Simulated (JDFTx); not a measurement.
## KI under changes of volume

One of the cells (44.091 Å³/atom); the others are scaled copies at fixed shape and fractional positions:

```
I K
1.0
     0.00000    3.53277    3.53277
     3.53277    0.00000    3.53277
     3.53277    3.53277    0.00000
I K
1 1
Direct
  0.50000 0.50000 0.50000
  0.00000 0.00000 0.00000
```

```yaml
Program: JDFTx 1.7.0 (patched build)
Functional: PBEsol
Potentials_or_basis: PseudoDojo-SR-PBEsol-0.4.1-standard with smoothed tails
Cutoff: 1007 eV
Density_cutoff: 8055 eV
k_mesh: 7 × 7 × 7
Occupations: fermi-dirac, width 0.05 eV
Spin: no spin polarisation
```

```csv
volume (Å³/atom),energy over the lowest point (meV/atom),pressure (GPa),gap on the mesh (eV)
41.445,2.20,0.5,3.95
42.327,0.35,0.2,3.90
43.209,0.00,-0.1,3.86
44.091,0.99,-0.3,3.82
44.973,?,?,?
45.854,6.37,-0.7,3.74
46.736,10.51,-0.8,3.70
```

Q: What does the run at 44.973 Å³/atom give?

A: Energy over the lowest point 3.16 meV/atom; pressure -0.5 GPa; gap on the mesh 3.77 eV.

Worked out: A Birch-Murnaghan fit of order 3 (a polynomial in V^(-2/3)) to the other rows has its minimum at 42.98 Å³/atom with B0 = V·E''(V) = 12.2 GPa and B' = 4.9. It gives 3.16 meV/atom at 44.973 Å³/atom, against the run's 3.16, and -dE/dV = -0.5 GPa, against -0.5. A straight line through the other rows of the gap, of slope -2.05 eV per unit of ln V (its deformation potential), gives 3.78 eV, against the run's 3.77.

Energies are extrapolated to zero smearing.

Caveats: spin-orbit coupling is left out, which moves the levels of the heavy elements; an odd mesh through Γ misses points on the zone boundary, where band edges often lie (some runs).
